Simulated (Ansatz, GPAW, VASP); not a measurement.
Si: 3 runs at one level of theory

```xyz
2
Lattice="0.0000 2.7219 2.7219 2.7219 0.0000 2.7219 2.7219 2.7219 0.0000" Properties=species:S:1:pos:R:3 pbc="T T T"
Si    2.7219    2.7219    2.7219
Si    4.0828    4.0828    4.0828
```

Alike in all runs: task single point; functional PBE; k mesh 8 × 8 × 8; occupations gaussian, width 0.02 eV; no spin polarisation; no spin-orbit coupling. Pressure is positive in compression and, in plane waves, holds the error of the finite cutoff.

```csv
program and potentials,plane-wave cutoff (eV),notes,band gap (eV),pressure (GPa)
"Ansatz, all-electron LAPW, scalar-relativistic",-,-,?,?
"GPAW, GPAW PAW data sets (gpaw-data 1.2.1)",600,-,0.62,1.61
"VASP, PBE PAW files Si, 520 eV",520,-,0.63,1.27
```

Question: Estimate from the other rows what the run with Ansatz, all-electron LAPW, scalar-relativistic gave.

Answer: Band gap 0.63 eV; pressure 1.31 GPa. The other rows, which needn't bracket it: band gap 0.62 to 0.63; pressure 1.27 to 1.61.
